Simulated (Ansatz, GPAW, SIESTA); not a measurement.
# BP: 6 runs at one level of theory

```
P B
1.0
     0.00000    2.26900    2.26900
     2.26900    0.00000    2.26900
     2.26900    2.26900    0.00000
P B
1 1
Direct
  0.75000 0.75000 0.75000
  0.00000 0.00000 0.00000
```

Alike in all runs: task equation of state; functional PBE; k mesh 10 × 10 × 10; occupations fermi-dirac, width 0.05 eV; no spin polarisation; no spin-orbit coupling.

```csv
program and potentials,plane-wave cutoff (eV),notes,equilibrium volume (Å³/atom),bulk modulus (GPa)
"Ansatz, Ansatz NC",1116,-,11.76,161.1
"Ansatz, JTH PAW",840,-,11.76,162.1
"Ansatz, Ansatz PAW, small cores where the set has them",420,-,11.76,161.9
"Ansatz, SPMS NC",789,-,11.75,161.1
"GPAW, PAW data sets generated for this functional",800,-,?,?
"SIESTA, files sg15-pbe-1.2, DZP (energy shift 0.002 Ry)",-,atomic basis,11.95,154.1
```

**Question.** Estimate from the other rows what the run with GPAW, PAW data sets generated for this functional gave.

**Answer.** Equilibrium volume 11.79 Å³/atom; bulk modulus 162.1 GPa. The other rows, which needn't bracket it: equilibrium volume 11.75 to 11.95; bulk modulus 154.1 to 162.1.
